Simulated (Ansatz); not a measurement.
## GaAs: a prediction, then the measurements

Theory: Ansatz 0.2.0, DFT PBE, scalar-relativistic, plane waves, PAW.

Plane waves to 420 eV, a k mesh through Γ of 12×12×12 on the computed 2-atom cell and Gaussian smearing (0.02 eV); no spin polarisation.

Relaxed structure:

```cif
data_structure
_symmetry_space_group_name_H-M 'P 1'
_symmetry_Int_Tables_number 1
_cell_length_a 4.0626
_cell_length_b 4.0626
_cell_length_c 4.0626
_cell_angle_alpha 60.000
_cell_angle_beta 60.000
_cell_angle_gamma 60.000
_cell_volume 47.41
loop_
_atom_site_label
_atom_site_type_symbol
_atom_site_fract_x
_atom_site_fract_y
_atom_site_fract_z
_atom_site_occupancy
Ga1 Ga 0.00000 0.00000 0.00000 1
As1 As 0.25000 0.25000 0.25000 1
```

| Property | Result |
| --- | --- |
| Space group | F-43m (No. 216) |
| Volume per atom | 23.71 Å³ |
| Formation energy from the elements' standard states (uncorrected) | -0.352 eV/atom |
| Kohn–Sham band gap | 0.16 eV, direct at Γ |
| Orbital (Löwdin) character of the top 1 eV of the valence band | As 4p 75 %, Ga 4p 22 % |
| Orbital (Löwdin) character of the lowest 1 eV of the conduction band | Ga 4s 35 %, As 4s 22 %, Ga 4p 21 %, As 4p 21 % |
| Electron masses at the edge by direction of the standard setting (m_e; one valley, along these axes only; no spin-orbit coupling) | x: 0.016; y: 0.016; z: 0.016 |
| Hole masses at the edge by direction of the standard setting (m_e; one valley, along these axes only; no spin-orbit coupling) | x: 0.37, 0.37, 0.016; y: 0.37, 0.37, 0.016; z: 0.37, 0.37, 0.016 |
| Electronic dielectric constant xx, yy, zz (independent particles) | 16.5, 16.5, 16.5 |
| Bader charge by site (e) | Ga (1 in the cell) 0.67, As (1 in the cell) -0.67 |

**Against measurements.**

A measured lattice constant a of GaAs is 5.654 Å (300 K; a printed reference work (data compilation)); the calculated 5.745 Å exceeds it by 1.6 %. The calculation is for 0 K without zero-point motion. Against the measured band gap of GaAs, 1.412 eV (direct; 300 K; “Evidence of valence band perturbations in GaAsN/GaAs(001): A combined variable-angle spectroscopic ellipsometry and modulated photoreflectance investigation”, 2008, arxiv:0805.2212), the calculated 0.16 eV is off by -1.25 eV. Kohn–Sham gaps of semilocal functionals fall short of measured ones as a rule. A measured high-frequency dielectric constant of GaAs is 10.89 (300 K; a printed reference work (textbook)); the calculated 16.5 exceeds it by 51.6 %. Local fields are left out.

It was relaxed from a cell as deposited in COD. Löwdin shares on free-atom orbitals overweight diffuse shells in the empty bands.
